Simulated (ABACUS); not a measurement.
Crystal: Tc.

```
Tc
1.0
     0.00000    1.95000    1.95000
     1.95000    0.00000    1.95000
     1.95000    1.95000    0.00000
Tc
1
Cartesian
  0.0000 0.0000 0.0000
```

This isn't the form of Tc at room conditions, which is hcp.

* Program: ABACUS 3.10.1
* Task: single point
* Functional: PBE
* Potentials or basis: PseudoDojo NC SR 0.4.1 PBE standard
* Cutoff: 1361 eV
* Density cutoff: 5442 eV
* Basis: DZP LCAO (the cutoffs set its grid)
* k mesh: 12 × 12 × 12
* Occupations: fermi-dirac, width 0.05 eV
* Spin: no spin polarisation

On this cell: pressure -4.1 GPa; band gap on the k mesh none (metal or under the smearing width).

The same run follows on a disturbed copy (cell strained at random at fixed volume):

```
CELL_PARAMETERS angstrom
0.04787 1.96905 1.97138
2.00713 0.03456 1.98470
1.97312 1.94836 0.06856
ATOMIC_POSITIONS crystal
Tc 0.99325 0.99319 0.03631
```

What changes?

The energy (extrapolated to zero smearing) moves by +20.7 meV/atom; pressure -3.5 GPa; band gap on the k mesh none (metal or under the smearing width).

Stress tensor (GPa, compression positive):
```
-5.21 -0.75 -6.79
-0.75 -2.80 -4.98
-6.79 -4.98 -2.43
```

Caveats: the atomic orbitals were generated for these runs and aren't a published set; the basis of atomic orbitals isn't converged, which shifts pressures, moduli and gaps.
